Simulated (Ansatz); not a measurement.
## Relaxing ZnS₃

Method: DFT PBE, scalar-relativistic, plane waves, PAW in Ansatz 0.2.0. Cutoff 420 eV, Γ-centred k mesh, Gaussian smearing, no spin polarisation in the final step.

ZnS₃ was placed on the Cu3Au (L1_2) structure type (Pm-3m, No. 221), with Zn in place of Au, S in place of Cu, at a guessed volume.

```xyz
4
Lattice="4.2257 0.0000 0.0000 0.0000 4.2257 0.0000 0.0000 0.0000 4.2257" Properties=species:S:1:pos:R:3 pbc="T T T"
Zn    0.0000    0.0000    0.0000
S     0.0000    2.1129    2.1129
S     2.1129    0.0000    2.1129
S     2.1129    2.1129    0.0000
```

Cell and atoms relax at zero pressure; the relaxation can't lower the symmetry of the start. After a coarse first stage the cell is made exact in the group found at 0.06 Å.

The zero of energy is the elements' standard structures at the same level; no fitted shifts are applied.

(1) Describe the relaxed structure.

(2) What are its volume, energy, density and gap?

## Answers

(1) It keeps Pm-3m (No. 221). The result has the Cu3Au (L1_2) structure. Conventional cell: a = 4.055 Å. Zn is coordinated by 12 S at 2.87 Å; S is coordinated by 4 Zn at 2.87 Å and 8 S at 2.87 Å.

Space group Pm-3m (No. 221). a = 4.055 Å, b = 4.055 Å, c = 4.055 Å, α = 90.00°, β = 90.00°, γ = 90.00°
```csv
atom,site,symmetry,x,y,z
Zn,1a,m-3m,0.0000,0.0000,0.0000
S,3c,4/mm.m,0.0000,0.5000,0.5000
```

(2) The volume per atom is 16.67 Å³ and the density is 4.02 g/cm³. The energy over the elements is 0.78 eV/atom and the gap on the 12×12×12 mesh is 0 eV (a metal).

The final run used a 12×12×12 mesh on its 4-atom cell and 0.10 eV smearing. For metals, differences of a few meV/atom aren't resolved. Symmetry constrained the relaxation, so the result can be a saddle point.

Cost: 3 runs of about 0.29 core-minutes in all, on Intel Xeon 6975P-C (Granite Rapids) (shared hosts).